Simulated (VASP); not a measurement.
Runs of VASP 6.6.1 on ZnS (Wurtzite-4H). Symmetry: P6_3mc, No. 186, hexagonal system. The conventional cell has a = 3.823 Å, b = 3.823 Å, c = 12.520 Å, α = 90.00°, β = 90.00°, γ = 120.00°. Zn (site symmetry 3m) is surrounded by 4 S at 2.34 to 2.35 Å. Around Zn (site symmetry 3m) lie 4 S at 2.34 to 2.35 Å. S (site symmetry 3m) is surrounded by 4 Zn at 2.34 to 2.35 Å. S (site symmetry 3m) has 4 Zn at 2.34 to 2.35 Å as nearest neighbours. 

```csv
task,potentials or basis,cell,cutoff (eV),smearing,gap on the mesh (eV),pressure (GPa),relaxed volume (Å³/atom),largest force (eV/Å)
band structure,"VASP PAW PBE potentials, release 54 (Zn, S)",as given,520,fermi-dirac 0.05 eV,2.13,-,-,-
relaxation of cell and atoms,"VASP PAW PBE potentials, release 64 (Zn, S_h)",relaxed,980,fermi-dirac 0.05 eV,2.04,0.0,20.23,0.02
single point,"VASP PAW PBE potentials, release 64 (Zn, S)",as given,520,gaussian 0.015 eV,2.13,1.5,-,0.04
band structure,"VASP PAW PBE potentials, release 54 (Zn, S)",as given,500,fermi-dirac 0.05 eV,2.13,(b),-,0.04
relaxation of cell and atoms,"VASP PAW PBE potentials, release 54 (Zn, S)",relaxed,580,fermi-dirac 0.05 eV,2.04,0.0,(a),0.02
relaxation of cell and atoms,"VASP PAW PBE potentials, release 54 (Zn, S)",relaxed,600,fermi-dirac 0.05 eV,2.04,0.0,20.20,0.02
```

Alike in all rows: level PBE; no spin polarisation; k mesh 8 × 8 × 3.

Q: Estimate the missing entries.

A: (a) 20.21; (b) 1.6.

Caveats: an odd mesh through Γ misses points on the zone boundary, where band edges often lie (some runs).
